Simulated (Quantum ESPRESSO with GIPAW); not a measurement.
# SiO2: NMR parameters from first principles

Wanted: NMR shieldings for each site of SiO2.

Method: DFT, PBEsol, plane-wave PAW (pslibrary 1.0.0 recipes), scalar-relativistic, GIPAW; a patched development version of the program, in Quantum ESPRESSO with GIPAW 8.0dev (patched build).

### Step 1. Starting point

It takes space group P-4c2 (No. 116, tetragonal). Conventional cell: a = 6.601 Å, b = 6.601 Å, c = 8.138 Å, α = 90.00°, β = 90.00°, γ = 90.00°. Nearest to Si lie 4 O at 1.61 to 1.65 Å. O has 2 Si at 1.61 Å nearest. Nearest to O lie 2 Si at 1.65 Å. Nearest to O lie 2 Si at 1.63 Å. Farther neighbours and most contacts between anions are not listed.

The cell is a computed entry of the Materials Project; it need not be the form that is stable at ambient conditions.

This structure had its atoms relaxed beforehand (DFT, PBEsol, plane-wave PAW (pslibrary 1.0.0 recipes), Quantum ESPRESSO with GIPAW), starting from the database entry, since shieldings follow bond lengths closely.

### Step 2. The SCF step

First the ground state. The response equations take the occupied wavefunctions as exact, so conv_thr is set much tighter than for an energy. No empty states are asked for: the response is solved without them. The mesh has a spacing of 0.48 Å⁻¹ at most. The PAW files were made with ld1.x from the pslibrary 1.0.0 recipes, with GIPAW reconstruction switched on.

Contents of scf.in:

```
&control
  calculation = 'scf'
  prefix = 'x'
  outdir = './tmp/'
  pseudo_dir = './'
/
&system
  ibrav = 0
  nat = 24
  ntyp = 2
  ecutwfc = 55
  ecutrho = 330
  nbnd = 64
/
&electrons
  conv_thr = 1.0d-10
  mixing_beta = 0.7
  electron_maxstep = 100
/
ATOMIC_SPECIES
  Si 28.085 Si.pbesol-n-kjpaw_psl.1.0.0-gipaw.UPF
  O 15.999 O.pbesol-n-kjpaw_psl.1.0.0-gipaw.UPF
CELL_PARAMETERS angstrom
  6.60123800 0.00000000 0.00000000
  0.00000000 6.60123800 0.00000000
  0.00000000 0.00000000 8.13844200
ATOMIC_POSITIONS crystal
  Si 0.53662542 0.24059214 0.40298710
  Si 0.24059214 0.53662542 0.09701290
  Si 0.46337458 0.24059214 0.90298710
  Si 0.75940786 0.46337458 0.09701290
  Si 0.24059214 0.46337458 0.59701290
  Si 0.75940786 0.53662542 0.59701290
  Si 0.53662542 0.75940786 0.90298710
  Si 0.46337458 0.75940786 0.40298710
  O 0.00000000 0.50000000 0.61603644
  O 0.33320525 0.30759381 0.06737313
  O 0.69240619 0.66679475 0.43262687
  O 0.50000000 0.00000000 0.38396356
  O 0.00000000 0.50000000 0.11603644
  O 0.33031349 0.33031349 0.75000000
  O 0.33031349 0.66968651 0.25000000
  O 0.30759381 0.66679475 0.93262687
  O 0.33320525 0.69240619 0.56737313
  O 0.30759381 0.33320525 0.43262687
  O 0.66968651 0.33031349 0.25000000
  O 0.69240619 0.33320525 0.93262687
  O 0.50000000 0.00000000 0.88396356
  O 0.66679475 0.69240619 0.06737313
  O 0.66679475 0.30759381 0.56737313
  O 0.66968651 0.66968651 0.75000000
K_POINTS automatic
  2 2 2 1 1 1
```

Launch:

```
mpirun -np 4 pw.x -nk 2 -in scf.in > scf.out
```

Log:

```text
using ibrav=0 with symmetry is DISCOURAGED, use correct ibrav instead

     suboptimal parallelization: some nodes have no k-points

     bravais-lattice index     =            0
     lattice parameter (alat)  =      12.4745  a.u.
     unit-cell volume          =    2393.2532 (a.u.)^3
     number of atoms/cell      =           24
     number of atomic types    =            2
     number of electrons       =       128.00
     number of Kohn-Sham states=           64
     kinetic-energy cutoff     =      55.0000  Ry
     charge density cutoff     =     330.0000  Ry
     scf convergence threshold =      1.0E-10
     mixing beta               =       0.7000
     number of iterations used =            8  plain     mixing
     Exchange-correlation= SLA-PW-PSX-PSC
                           (   1   4  10   8   0   0   0)
[...]
Si                4.00    28.08500     Si( 1.00)
     O                 6.00    15.99900     O ( 1.00)

      8 Sym. Ops. (no inversion) found ( 4 have fractional translation)
[...]
number of k points=     1
[...]
Dense  grid:   242221 G-vectors     FFT dimensions: (  75,  75,  90)

     Smooth grid:   131965 G-vectors     FFT dimensions: (  60,  60,  80)

     Check: negative core charge=   -0.000003

     Initial potential from superposition of free atoms

     starting charge     127.9957, renormalised to     128.0000
     Starting wfcs are   96 randomized atomic wfcs

     Self-consistent Calculation

     iteration #  1     ecut=    55.00 Ry     beta= 0.70
     Davidson diagonalization with overlap
     ethr =  1.00E-02,  avg # of iterations =  2.0

     total energy              =   -1020.72455206 Ry
     estimated scf accuracy    <       7.48625220 Ry

     iteration #  2     ecut=    55.00 Ry     beta= 0.70
     Davidson diagonalization with overlap
     ethr =  5.85E-03,  avg # of iterations =  7.0

     total energy              =   -1025.50245695 Ry
     estimated scf accuracy    <       2.82892455 Ry

     iteration #  3     ecut=    55.00 Ry     beta= 0.70
     Davidson diagonalization with overlap
     ethr =  2.21E-03,  avg # of iterations =  4.0

     total energy              =   -1025.33345136 Ry
     estimated scf accuracy    <       0.93060758 Ry

[...]
total energy              =   -1026.16462085 Ry
[...]
iteration # 36     ecut=    55.00 Ry     beta= 0.70
     Davidson diagonalization with overlap
     ethr =  2.90E-13,  avg # of iterations =  6.0

     total energy              =   -1026.16462085 Ry
     estimated scf accuracy    <          6.7E-10 Ry

     iteration # 37     ecut=    55.00 Ry     beta= 0.70
     Davidson diagonalization with overlap
     ethr =  2.90E-13,  avg # of iterations =  5.0

     End of self-consistent calculation
     [one-electron energies left out]

!    total energy              =   -1026.16462085 Ry
     total all-electron energy =     -7035.018573 Ry
     estimated scf accuracy    <          4.1E-12 Ry

     The total energy is the sum of the following terms:
     one-electron contribution =    -498.80155812 Ry
     hartree contribution      =     314.64412304 Ry
     xc contribution           =    -169.35137151 Ry
     ewald contribution        =    -249.53971410 Ry
     one-center paw contrib.   =    -423.11610016 Ry

     convergence has been achieved in  37 iterations
[...]
JOB DONE.
```

The job ended after 2.6 min (4 MPI ranks of Arm Neoverse V1, shared host; peak memory 1.3 GiB).

It converged in 37 cycles to an estimated accuracy of 4e-12 Ry, on 1 irreducible k-points.

### Step 3. Magnetic response

A uniform field breaks periodicity, so gipaw.x applies it as a wave of small q and takes the limit. It solves for the first-order states, builds the induced current and gets the field at each nucleus by Biot–Savart; the PAW spheres add what the smooth waves miss near the nuclei. pawproj makes the reconstruction use the PAW data sets' own projectors.

Contents of nmr.in:

```
&inputgipaw
  job = 'nmr'
  prefix = 'x'
  tmp_dir = './tmp/'
  restart_mode = 'from_scratch'
  verbosity = 'low'
  q_gipaw = 0.01
  spline_ps = .true.
  conv_threshold = 1.0d-11
  use_nmr_macroscopic_shape = .false.
  pawproj(1) = .true.
  pawproj(2) = .true.
/
```

Launch:

```
mpirun -np 4 gipaw.x -in nmr.in > nmr.out
```

Log:

```text
[banner, memory and clock lines left out]
[a note of our patched build left out]

     Parallelizing q-star over 1 images

     IMPORTANT: XC functional enforced from input :
     Exchange-correlation= PBESOL
                           (   1   4  10   8   0   0   0)
     Any further DFT definition will be discarded
     Please, verify this is what you really want

     Check: negative core charge=   -0.000003
[...]
alpha_pv=     38.5783 eV

     spline_ps is .false., expect some extrapolation errors

     q-space interpolation up to    66.00 Rydberg

     GIPAW job: nmr
     NMR macroscopic correction: no
[...]
Computing the magnetic susceptibility     isolve=0    ethr=  0.1000E-10
     Starting from scratch
     k-point #    1 of     1      pool #  1    cpu time:       2.2

     End of magnetic susceptibility calculation

     f-sum rule (1st term):
          -120.5911          0.0000          0.0000
             0.0000       -120.5911          0.0000
             0.0000          0.0000       -120.5399

     f-sum rule (2nd term):
            -2.7534          0.0000          0.0000
             0.0000         -2.7534          0.0000
             0.0000          0.0000         -2.7804

     f-sum rule (should be  -123.3706):
          -123.3444          0.0000          0.0000
             0.0000       -123.3444          0.0000
             0.0000          0.0000       -123.3202

[... susceptibilities left out ...]
     Contributions to the NMR chemical shifts: -------------------------------

     Macroscopic shape contribution in ppm:                    0.00
             0.0000          0.0000          0.0000
             0.0000          0.0000          0.0000
             0.0000          0.0000          0.0000

     Core contribution in ppm:

     Atom  1  Si  pos: (  0.536625  0.240592  0.496829)  core sigma:         836.91
     Atom  2  Si  pos: (  0.240592  0.536625  0.119604)  core sigma:         836.91
     Atom  3  Si  pos: (  0.463375  0.240592  1.113262)  core sigma:         836.91
     Atom  4  Si  pos: (  0.759408  0.463375  0.119604)  core sigma:         836.91
     Atom  5  Si  pos: (  0.240592  0.463375  0.736037)  core sigma:         836.91
     Atom  6  Si  pos: (  0.759408  0.536625  0.736037)  core sigma:         836.91
     Atom  7  Si  pos: (  0.536625  0.759408  1.113262)  core sigma:         836.91
     Atom  8  Si  pos: (  0.463375  0.759408  0.496829)  core sigma:         836.91
     Atom  9  O   pos: (  0.000000  0.500000  0.759490)  core sigma:         270.50
     Atom 10  O   pos: (  0.333205  0.307594  0.083062)  core sigma:         270.50
     Atom 11  O   pos: (  0.692406  0.666795  0.533371)  core sigma:         270.50
     Atom 12  O   pos: (  0.500000  0.000000  0.473376)  core sigma:         270.50
     Atom 13  O   pos: (  0.000000  0.500000  0.143057)  core sigma:         270.50
     Atom 14  O   pos: (  0.330313  0.330313  0.924650)  core sigma:         270.50
     Atom 15  O   pos: (  0.330313  0.669687  0.308217)  core sigma:         270.50
     Atom 16  O   pos: (  0.307594  0.666795  1.149804)  core sigma:         270.50
     Atom 17  O   pos: (  0.333205  0.692406  0.699495)  core sigma:         270.50
     Atom 18  O   pos: (  0.307594  0.333205  0.533371)  core sigma:         270.50
[...]
Atom 23  O   pos: (  0.666795  0.307594  0.699495)  core sigma:         270.50
     Atom 24  O   pos: (  0.669687  0.669687  0.924650)  core sigma:         270.50

     Bare contribution in ppm:

     Atom  1  Si  pos: (  0.536625  0.240592  0.496829)  bare sigma:         -25.85
[...]
Atom  2  Si  pos: (  0.240592  0.536625  0.119604)  bare sigma:         -25.85
[...]
Atom  3  Si  pos: (  0.463375  0.240592  1.113262)  bare sigma:         -25.85
[...]
Atom  4  Si  pos: (  0.759408  0.463375  0.119604)  bare sigma:         -25.85
[...]
Atom  5  Si  pos: (  0.240592  0.463375  0.736037)  bare sigma:         -25.85
[...]
Atom  6  Si  pos: (  0.759408  0.536625  0.736037)  bare sigma:         -25.85
[...]
Atom  7  Si  pos: (  0.536625  0.759408  1.113262)  bare sigma:         -25.85
[...]
Atom  8  Si  pos: (  0.463375  0.759408  0.496829)  bare sigma:         -25.85
[...]
Atom  9  O   pos: (  0.000000  0.500000  0.759490)  bare sigma:          63.30
[...]
Atom 10  O   pos: (  0.333205  0.307594  0.083062)  bare sigma:          47.57
[...]
Atom 11  O   pos: (  0.692406  0.666795  0.533371)  bare sigma:          47.57
[...]
Atom 12  O   pos: (  0.500000  0.000000  0.473376)  bare sigma:          63.30
[...]
Atom 13  O   pos: (  0.000000  0.500000  0.143057)  bare sigma:          63.30
[...]
Atom 14  O   pos: (  0.330313  0.330313  0.924650)  bare sigma:          53.24
[...]
Atom 15  O   pos: (  0.330313  0.669687  0.308217)  bare sigma:          53.24
[...]
Atom 16  O   pos: (  0.307594  0.666795  1.149804)  bare sigma:          47.57
[...]
Atom 17  O   pos: (  0.333205  0.692406  0.699495)  para_oo sigma:          -2.11
[...]
Atom 18  O   pos: (  0.307594  0.333205  0.533371)  para_oo sigma:          -2.11
[...]
Atom 23  O   pos: (  0.666795  0.307594  0.699495)  para_oo sigma:          -2.11
[...]
Atom 24  O   pos: (  0.669687  0.669687  0.924650)  para_oo sigma:          -2.16
[...]
Paramagnetic US L_R Q_R contribution in ppm:

     Atom  1  Si  pos: (  0.536625  0.240592  0.496829)  para_lq sigma:           1.89
[...]
Atom  2  Si  pos: (  0.240592  0.536625  0.119604)  para_lq sigma:           1.89
[...]
Atom  3  Si  pos: (  0.463375  0.240592  1.113262)  para_lq sigma:           1.89
[...]
Atom  4  Si  pos: (  0.759408  0.463375  0.119604)  para_lq sigma:           1.89
[...]
Atom  5  Si  pos: (  0.240592  0.463375  0.736037)  para_lq sigma:           1.89
[...]
Atom  6  Si  pos: (  0.759408  0.536625  0.736037)  para_lq sigma:           1.89
[...]
Atom  7  Si  pos: (  0.536625  0.759408  1.113262)  para_lq sigma:           1.89
[...]
Atom  8  Si  pos: (  0.463375  0.759408  0.496829)  para_lq sigma:           1.89
[...]
Atom  9  O   pos: (  0.000000  0.500000  0.759490)  para_lq sigma:        -203.10
[...]
Atom 10  O   pos: (  0.333205  0.307594  0.083062)  para_lq sigma:        -205.32
[...]
Atom 11  O   pos: (  0.692406  0.666795  0.533371)  para_lq sigma:        -205.32
[...]
Atom 12  O   pos: (  0.500000  0.000000  0.473376)  para_lq sigma:        -203.10
[...]
Atom 13  O   pos: (  0.000000  0.500000  0.143057)  para_lq sigma:        -203.10
[...]
Atom 14  O   pos: (  0.330313  0.330313  0.924650)  para_lq sigma:        -205.46
[...]
Atom 15  O   pos: (  0.330313  0.669687  0.308217)  para_lq sigma:        -205.46
[...]
Atom 16  O   pos: (  0.307594  0.666795  1.149804)  para_lq sigma:        -205.32
[...]
Atom 17  O   pos: (  0.333205  0.692406  0.699495)  para_lq sigma:        -205.32
[...]
Atom 18  O   pos: (  0.307594  0.333205  0.533371)  para_lq sigma:        -205.32
[...]
Atom 23  O   pos: (  0.666795  0.307594  0.699495)  para_lq sigma:        -205.32
[...]
Atom 24  O   pos: (  0.669687  0.669687  0.924650)  para_lq sigma:        -205.46
[...]
Total NMR chemical shifts in ppm: ---------------------------------------
     (adopting the Simpson convention for anisotropy and asymmetry)-----------

     Atom  1  Si  pos: (  0.536625  0.240592  0.496829)  Total sigma:         430.51
           424.6861          1.3210         -0.8413
             7.1906        446.2227          1.3877
           -14.0173         -8.5619        420.6301

     Si      1    anisotropy:     26.20    eta:    0.7816
[...]
Atom  2  Si  pos: (  0.240592  0.536625  0.119604)  Total sigma:         430.51
[... its tensor is left out ...]
     Atom  3  Si  pos: (  0.463375  0.240592  1.113262)  Total sigma:         430.51
[... its tensor is left out ...]
     Atom  4  Si  pos: (  0.759408  0.463375  0.119604)  Total sigma:         430.51
[... its tensor is left out ...]
     Atom  5  Si  pos: (  0.240592  0.463375  0.736037)  Total sigma:         430.51
[... its tensor is left out ...]
     Atom  6  Si  pos: (  0.759408  0.536625  0.736037)  Total sigma:         430.51
[... its tensor is left out ...]
     Atom  7  Si  pos: (  0.536625  0.759408  1.113262)  Total sigma:         430.51
[... its tensor is left out ...]
     Atom  8  Si  pos: (  0.463375  0.759408  0.496829)  Total sigma:         430.51
[... its tensor is left out ...]
     Atom  9  O   pos: (  0.000000  0.500000  0.759490)  Total sigma:         219.22
           286.7209         -2.0981         -0.0000
             4.5815        184.1483         -0.0000
             0.0000         -0.0000        186.7902

     O       9    anisotropy:    101.27    eta:    0.0394
[...]
Atom 10  O   pos: (  0.333205  0.307594  0.083062)  Total sigma:         165.76
           173.8735        -16.3940         -9.1476
           -12.4528        165.5217          4.7773
            -4.6701          1.3563        157.8874

     O      10    anisotropy:     31.27    eta:    0.1701
[...]
Atom 11  O   pos: (  0.692406  0.666795  0.533371)  Total sigma:         165.76
[... its tensor is left out ...]
     Atom 12  O   pos: (  0.500000  0.000000  0.473376)  Total sigma:         219.22
[... its tensor is left out ...]
     Atom 13  O   pos: (  0.000000  0.500000  0.143057)  Total sigma:         219.22
[... its tensor is left out ...]
     Atom 14  O   pos: (  0.330313  0.330313  0.924650)  Total sigma:         186.06
           168.2152        -15.7182         17.2968
           -15.7182        168.2152        -17.2968
            21.3564        -21.3564        221.7379

     O      14    anisotropy:     75.02    eta:    0.3421
[...]
Atom 15  O   pos: (  0.330313  0.669687  0.308217)  Total sigma:         186.06
[... its tensor is left out ...]
     Atom 16  O   pos: (  0.307594  0.666795  1.149804)  Total sigma:         165.76
[... its tensor is left out ...]
     Atom 17  O   pos: (  0.333205  0.692406  0.699495)  Total sigma:         165.76
[... its tensor is left out ...]
     Atom 18  O   pos: (  0.307594  0.333205  0.533371)  Total sigma:         165.76
[... its tensor is left out ...]
     Atom 19  O   pos: (  0.669687  0.330313  0.308217)  Total sigma:         186.06
[... its tensor is left out ...]
     Atom 20  O   pos: (  0.692406  0.333205  1.149804)  Total sigma:         165.76
[... its tensor is left out ...]
     Atom 21  O   pos: (  0.500000  0.000000  1.089809)  Total sigma:         219.22
[... its tensor is left out ...]
     Atom 22  O   pos: (  0.666795  0.692406  0.083062)  Total sigma:         165.76
[... its tensor is left out ...]
     Atom 23  O   pos: (  0.666795  0.307594  0.699495)  Total sigma:         165.76
[... its tensor is left out ...]
     Atom 24  O   pos: (  0.669687  0.669687  0.924650)  Total sigma:         186.06
[... its tensor is left out ...]
```

Elapsed: 5.3 min, on 4 MPI ranks; peak memory 1.2 GiB.

The f-sum rule is met to 0.050 of 123.4 (0.04 %). Converged shieldings require that this miss be small, but a small miss does not prove them.

From the symmetric part of each tensor, with principal values σ11 ≤ σ22 ≤ σ33: σ_iso is their mean, the span is σ33 − σ11 and the skew 3(σ_iso − σ22)/span. (gipaw.x prints an anisotropy in another convention.)

| site | atom no. | atoms in cell | σ_iso (ppm) | span (ppm) | skew |
| --- | --- | --- | --- | --- | --- |
| Si | 1 | 8 | 430.5 | 33.0 | 0.17 |
| O(1) | 9 | 4 | 219.2 | 102.6 | 0.95 |
| O(2) | 10 | 8 | 165.8 | 33.0 | 0.79 |
| O(3) | 14 | 4 | 186.1 | 83.6 | 0.59 |

The macroscopic shape term is switched off. For a spherical sample the valence susceptibility of this run would add about 7 ppm to every site, a rough estimate, since the susceptibility converges slowly and lacks part of the PAW terms. Differences within the crystal don't depend on it, but shieldings of different compounds can't be compared to better than a few ppm without it.

In this run the largest span is that of O(1) (site symmetry 2), with principal values 184.1, 186.8 and 286.7 ppm.

How the isotropic values are made up (ppm). The core part is that of the free atom's core; bare is the current of the smooth valence states; the last two are what the PAW spheres add to the diamagnetic and the paramagnetic current:

| site | core | bare | reconstruction, dia | reconstruction, para |
| --- | --- | --- | --- | --- |
| Si | 836.9 | -25.9 | 1.8 | -382.4 |
| O(1) | 270.5 | 63.3 | 18.7 | -133.3 |
| O(2) | 270.5 | 47.6 | 18.2 | -170.5 |
| O(3) | 270.5 | 53.2 | 18.6 | -156.3 |

17O also has a quadrupolar coupling here. It is not given: on PAW files the efg job of this gipaw.x leaves out the augmentation charge of neighbouring atoms and can miss by tens of per cent.

### Step 4. Sites, surroundings and shifts

Covalently bonded atoms count as neighbours within 1.18 times the sum of their radii. Otherwise a cation's neighbours lie within 1.2 times its shortest bond (1.3 for large cations, each anion's radius taken off where they differ), and an anion's are the cations that count it.

| site | atom no. | atoms in cell | surroundings | bonds (Å) | σ_iso (ppm) |
| --- | --- | --- | --- | --- | --- |
| Si | 1 | 8 | SiO4, Q4 | 1.61 to 1.65 | 430.5 |
| O(1) | 9 | 4 | bridging Si-O-Si, 169° | 1.614 | 219.2 |
| O(2) | 10 | 8 | bridging Si-O-Si, 124° | 1.649 | 165.8 |
| O(3) | 14 | 4 | bridging Si-O-Si, 166° | 1.635 | 186.1 |

The 3 O sites spread over 53.5 ppm in shielding, from O(2) (least shielded) to O(1).

### Step 5. Outcome

- 29Si shielding without shape term: 430.5 ppm
- 17O shielding without shape term: 165.8, 186.1, 219.2 ppm

What this shows: 29Si has one site (SiO4, Q4), with isotropic shielding 430.5 ppm (shape term left out). A shift needs a reference, δ = σ_ref − σ, fixed on measured compounds; for 29Si of this kind at this level too few were at hand, or they scattered too widely about a line, so none is given. No sound run at another cutoff or mesh is at hand, so convergence rests on the f-sum rule and on experience with these files. This build of gipaw.x prints that it is not audited and that its numbers are no references by themselves. It also reports spline_ps as false although the input sets it; why was not traced.

[Banner, clock, file and message-heading lines were taken out of the pw.x and gipaw.x logs.]

[Logs are printed without paths, hosts, clocks, repeated set-up lines and the standing remarks that a program may print on its own settings, such as how far it seeks lower states.]

[Hosts, paths, dates, database ids (printed as entryN), source tags and the programs' standing remarks are cut or masked in the printed files.]

[Where no reference line passes its bar on scatter, no shift is given, so a measured shift of this compound may stand uncompared.]
